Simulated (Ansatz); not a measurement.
A run of Ansatz 0.2.0:

Contents of input.yaml:

```yaml
crystal:
  lattice: { a: 3.0846190764, b: 3.0846190764, c: 3.0846190764, alpha: 60.0, beta: 60.0, gamma: 60.0 }
  atoms:
    - { symbol: Al, position: [0.0, 0.0, 0.0] }
kpoints:
  mp_grid: { grid: [11, 11, 11] }
  band_path:
    path:
      - [0.0, 0.0, 0.0]
      - [0.5, 0.0, 0.5]
      - [0.5, 0.25, 0.75]
      - [0.375, 0.375, 0.75]
      - [0.0, 0.0, 0.0]
      - [0.5, 0.5, 0.5]
      - [0.625, 0.25, 0.625]
      - [0.5, 0.25, 0.75]
    npoints: 12
scf:
  occupations: { method: gaussian, width: 0.05 }
hamiltonian:
  xc: { exchange: rpbe, correlation: lyp }
  pseudopotentials: { kind: all_electron, datasets: crystal }
output:
  forces: true
  stress: true
  eigenvalues: true
  elf: true
  volumetric_format: npy
```

Potentials or basis: all-electron PAW datasets made for the crystal.

Command:

```console
$ ansatz run input.yaml --threads 1 --pin off --max-ram 2560MiB --backend cpu --events-out ev --progress --plain --runs-dir out
```

Hardware: 1 thread of Intel(R) Xeon(R) Platinum 8259CL CPU @ 2.50GHz (Skylake/Cascade Lake), on a shared host.

**Question.** Estimate the wall time of this run.

**Answer.** Run time: 4.6 s on 1 thread of Intel(R) Xeon(R) Platinum 8259CL CPU @ 2.50GHz (Skylake/Cascade Lake), with other jobs on the host, peak memory 0.31 GiB. Counts: scf iterations 5, plane waves 59, k points 56, bands 6.
